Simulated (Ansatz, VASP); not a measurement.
# Sb in VASP and in Ansatz

Contents of INCAR:

```
PREC = Accurate ; ENCUT = 520
EDIFF = 1E-6 ; ISMEAR = -1
SIGMA = 0.05 ; LREAL = F
LASPH = T ; NELM = 100
ALGO = Normal ; ISIF = 2
LWAVE = F ; LCHARG = F
GGA = PS ; NBANDS = 8
```

The input KPOINTS:

```
Automatic mesh
0
Gamma
  19 19 19
```

The input POSCAR:

```
Sb
1.0
   -1.5100000367      1.5100000367      2.4882392632
    1.5100000367     -1.5100000367      2.4882392632
    1.5100000367      1.5100000367     -2.4882392632
Sb
1
Direct
    0.0000000000      0.0000000000      0.0000000000
```

Input for Ansatz:

```yaml
crystal:
  lattice:
    - [-1.5100000367, 1.5100000367, 2.4882392632]
    - [1.5100000367, -1.5100000367, 2.4882392632]
    - [1.5100000367, 1.5100000367, -2.4882392632]
  atoms:
    - { symbol: Sb, position: [0.0, 0.0, 0.0] }
kpoints:
  mp_grid: { grid: [19, 19, 19] }
  band_path:
    path:
      - [0.0, 0.0, 0.0]
      - [0.0, 0.0, 0.5]
      - [0.25, 0.25, 0.25]
      - [0.0, 0.5, 0.0]
      - [0.0, 0.0, 0.0]
      - [0.5, 0.5, -0.5]
      - [0.3420681988, 0.6579318012, -0.3420681988]
      - [-0.3420681988, 0.3420681988, 0.3420681988]
      - [0.0, 0.0, 0.0]
    npoints: 5
scf:
  occupations: { method: fermi_dirac, width: 0.05 }
hamiltonian:
  xc: pbesol
  pseudopotentials: { kind: all_electron, lapw: { basis_error: 0.00025 } }
output:
  forces: true
  stress: true
  eigenvalues: true
```

Change from the starting cell: volume scaled by 1.01.

Alike in both runs: task single point; functional PBEsol; k mesh 19 × 19 × 19; occupations fermi-dirac, width 0.05 eV; no spin polarisation.

|  | VASP | Ansatz |
| --- | --- | --- |
| version | VASP 6.6.1 | Ansatz 0.2.0 |
| potentials or method | VASP PAW PBE potentials, release 64 (Sb) | all-electron LAPW, scalar-relativistic |
| plane-wave cutoff (eV) | 520 | see its input |

|  | VASP | Ansatz | Ansatz less VASP |
| --- | --- | --- | --- |
| pressure (GPa) | 14.0 | 13.9 | -0.18 |
| largest component of the traceless stress (GPa) | 1.31 | 1.20 | -0.110 |

Ansatz ran all-electron here, so the differences hold the error of VASP's frozen core and of both bases.

Caveats: the PAW data sets were made with another functional, which shifts forces and pressure a little (VASP). The runs have no spin-orbit coupling, so splittings on Sb are missing.
